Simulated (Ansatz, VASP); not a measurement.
# Bi in VASP and in Ansatz

File INCAR:

```
SYSTEM = Bi
  PREC = Accurate
  ENCUT = 520
  EDIFF = 1E-6
  ISMEAR = -1
  SIGMA = 0.05
  LREAL = .False.
  LASPH = .True.
  NELM = 100
  ALGO = Fast
  ISIF = 2
  LWAVE = .False.
  LCHARG = .True.
  LELF = .True.
  LVHAR = .True.
  NBANDS = 22
```

The input KPOINTS:

```
Automatic mesh
0
Gamma
  6 6 9
  0 0 0
```

File POSCAR:

```
Bi
1.0
    3.4651838851     -3.1115533531      0.0000000000
    3.4651838851      3.1115533531      0.0000000000
   -1.2517767921      0.0000000000      3.0926530616
Bi
2
Direct
    0.7530610000      0.7530610000      0.8573820000
    0.2469390000      0.2469390000      0.1426180000
```

Contents of input.yaml:

```yaml
crystal:
  lattice:
    - [3.4651838851, -3.1115533531, 0.0]
    - [3.4651838851, 3.1115533531, 0.0]
    - [-1.2517767921, 0.0, 3.0926530616]
  atoms:
    - { symbol: Bi, position: [0.753061, 0.753061, 0.857382] }
    - { symbol: Bi, position: [0.246939, 0.246939, 0.142618] }
kpoints:
  mp_grid: { grid: [6, 6, 9] }
scf:
  occupations: { method: fermi_dirac, width: 0.05 }
hamiltonian:
  xc: lda
  pseudopotentials: { kind: all_electron, lapw: { basis_error: 0.001 } }
output:
  forces: true
  stress: true
  eigenvalues: true
```

Change from the starting cell: volume scaled by 0.98.

Alike in both runs: task single point; functional LDA; k mesh 6 × 6 × 9; occupations fermi-dirac, width 0.05 eV; no spin polarisation.

|  | VASP | Ansatz |
| --- | --- | --- |
| version | VASP 6.6.1 | Ansatz 0.2.0 |
| potentials or method | VASP PAW LDA potentials, release 64 (Bi_d) | all-electron LAPW, scalar-relativistic |
| plane-wave cutoff (eV) | 520 | see its input |

|  | VASP | Ansatz | Ansatz less VASP |
| --- | --- | --- | --- |
| gap on the k mesh at the Fermi level (eV) | none | none | - |
| pressure (GPa) | -2.7 | -2.8 | -0.02 |
| largest component of the traceless stress (GPa) | 0.71 | 0.71 | -0.001 |
| rms of the force components (eV/Å) | 0.033 | 0.037 | +0.0037 |

Atom by atom the forces differ by 0.004 eV/Å (rms over components). A gap of «none» marks a metal or a gap that the smearing closes. Ansatz ran all-electron here, so the differences hold the error of VASP's frozen core and of both bases.

Caveats: spin-orbit coupling is left out, which moves the levels of the heavy elements.
